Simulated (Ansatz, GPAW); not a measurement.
Equation of state of Nb under PBEsol

```xyz
1
Lattice="0.0000 2.1150 2.1150 2.1150 0.0000 2.1150 2.1150 2.1150 0.0000" Properties=species:S:1:pos:R:3 pbc="T T T"
Nb    0.0000    0.0000    0.0000
```

This isn't the form of Nb at room conditions, which is bcc.

The cell was scaled at fixed shape and fractions and run with GPAW, PAW data sets generated for this functional, cutoff 600 eV; PBEsol, k mesh 11 × 11 × 11 on the cell of 1 atom, fermi-dirac occupations of 0.05 eV, no spin polarisation, no spin-orbit coupling. Energies are those that the program minimises, any entropy of the smearing included. For a metal such a mesh isn't converged to the digits shown.

| V (Å³/atom) | energy over the lowest row (meV/atom) |
| --- | --- |
| 17.7864 | 0.81 |
| 18.1649 | 0.00 |
| 18.5433 | 7.61 |
| 18.9217 | ? |
| 19.3002 | 44.89 |
| 19.6786 | 73.11 |
| 20.0570 | 106.88 |

Problem. Fit the third-order Birch-Murnaghan form, give V0, B0 and B′, and predict the energy left open.

Solution. With y = (V0/V)^(2/3), E = E0 + (9 V0 B0/16) [(y - 1)³ B′ + (y - 1)² (6 - 4y)]. Least squares through the rows shown give V0 = 18.0089 Å³/atom, E0 = -0.74 meV, B0 = 177.3 GPa (1 eV/Å³ = 160.218 GPa) and B′ = 4.01, with a largest miss of 0.01 meV. At V = 18.9217 the form with these constants gives 22.83 meV; the run gave 22.83 meV an atom. Other set-ups at this level, from all their volumes (Å³/atom, GPa): Ansatz, all-electron LAPW, scalar-relativistic: V0 18.079, B0 177.7.

The fitted minimum lies between the two smallest volumes, and the withheld energy is recovered to the digits shown. That is an interpolation along a smooth curve, so it supports the fitted form within this range but doesn't test PBEsol itself. With only one volume below V0, B′ rests mostly on the expanded side and is a weaker guide to strong compression. The all-electron result gives nearly the same stiffness at a slightly larger volume, a difference that probably comes from the core treatment or numerical settings.

The high bulk modulus fits a group 5 metal whose partly filled d band has mostly bonding states occupied. Expansion weakens the d-d overlap, while compression meets a steeper rise in kinetic energy and core-valence repulsion, hence the positive B′. This resistance to volume change is largely common to close-packed and bcc transition metals, whereas the preference for bcc depends on finer structure in the d density of states. A minimum in volume at fixed cubic shape doesn't show that fcc Nb would resist a tetragonal shear towards bcc.
